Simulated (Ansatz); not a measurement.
# Re (bcc type): the cost of one run

Method: DFT PBE, with the methods named in each step, in Ansatz 0.2.0.

This is Re in the bcc structure; at room conditions it is hcp.

## (1) Starting point

The structure is cubic, space group Im-3m (No. 229). Conventional cell: a = 3.113 Å, b = 3.113 Å, c = 3.113 Å, α = 90.00°, β = 90.00°, γ = 90.00°. Re (site symmetry m-3m) has 8 Re at 2.70 Å in its first shell of neighbours.

As a file:

```
CELL_PARAMETERS angstrom
-1.55671 1.55671 1.55671
1.55671 -1.55671 1.55671
1.55671 1.55671 -1.55671
ATOMIC_POSITIONS crystal
Re 0.00000 0.00000 0.00000
```

Whether this phase is the stable one at these pressures isn't tested.

## (2) The reference volume, LAPW

input.yaml reads:

```yaml
crystal:
  lattice:
    - [-1.5567101215, 1.5567101215, 1.5567101215]
    - [1.5567101215, -1.5567101215, 1.5567101215]
    - [1.5567101215, 1.5567101215, -1.5567101215]
  atoms:
    - { symbol: Re, position: [0.0, 0.0, 0.0] }
kpoints:
  mp_grid: { grid: [17, 17, 17] }
  band_path:
    path:
      - [0.0, 0.0, 0.0]
      - [0.5, -0.5, 0.5]
      - [0.0, 0.0, 0.5]
      - [0.0, 0.0, 0.0]
      - [0.25, 0.25, 0.25]
      - [0.5, -0.5, 0.5]
      - [0.25, 0.25, 0.25]
      - [0.0, 0.0, 0.5]
    npoints: 14
scf:
  occupations: { method: fermi_dirac, width: 0.1 }
hamiltonian:
  xc: pbe
  pseudopotentials: { kind: all_electron, lapw: { basis_error: 0.001 } }
output:
  forces: true
  stress: true
  eigenvalues: true
  populations: true
  dos: { projected: true, de: 0.2, e_range: [-14, 8] }
```

On the command line:

```bash
$ ansatz run input.yaml --threads 1 --pin off --max-ram 2048MiB --backend cpu --events-out ev --progress --plain --runs-dir out
```

What time and memory should one allow on 1 thread of Arm Neoverse V2, shared host?

About 24 s, with a peak of 0.4 GiB.
